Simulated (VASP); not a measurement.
ZnO: single point with PBE+D3(BJ)

ZnO:

```
Zn O
1.0
     3.28797    0.00000    0.00000
    -1.64398    2.84746    0.00000
     0.00000    0.00000    7.23740
Zn O
2 2
Cartesian
  0.0000 0.0000 5.4280
  0.0000 0.0000 1.8093
  0.0000 1.8983 1.8093
  1.6440 0.9492 5.4280
```

Measurements of this composition are mostly on another form, of space group No. 186.

The cell isn't the ideal one: strain +0.000 along x and y, +0.015 along z, atoms carried along.

* Program: VASP 6.6.1
* Task: single point
* Functional: PBE
* Dispersion: D3(BJ)
* Potentials or basis: VASP PAW PBE potentials, release 64 (Zn, O)
* Cutoff: 520 eV
* k mesh: 9 × 9 × 4
* Occupations: gaussian, width 0.05 eV
* Spin: no spin polarisation
* Dipole correction: no
* Further INCAR settings: ALGO = Normal; EDIFF = 1e-07; NBANDS = 26

The pressure is -1.6 GPa and the band gap on the k mesh is 0.84 eV, direct. The dispersion energy per atom is -0.153 eV.

Stress tensor (GPa, compression positive):
```
-1.50  0.00  0.00
 0.00 -1.50  0.00
 0.00  0.00 -1.65
```

Levels at points of the mesh, in eV from the valence-band top:
```tsv
k point	band 14	band 15	band 16	band 17	band 18	band 19	band 20	band 21	band 22	band 23
(0.00, 0.00, 0.00)	-1.78	-0.01	-0.01	0.00	0.00	0.84	3.28	5.12	10.71	10.85
(0.00, 0.00, 0.50)	-2.53	0.00	0.00	0.00	0.00	1.91	1.91	7.14	7.14	13.17
```

Run time: 28 s on 1 thread of Intel(R) Xeon(R) 6975P-C (Granite Rapids), on a shared host, peak memory 0.22 GiB.

Caveat: an odd mesh through Γ misses points on the zone boundary, where band edges often lie.
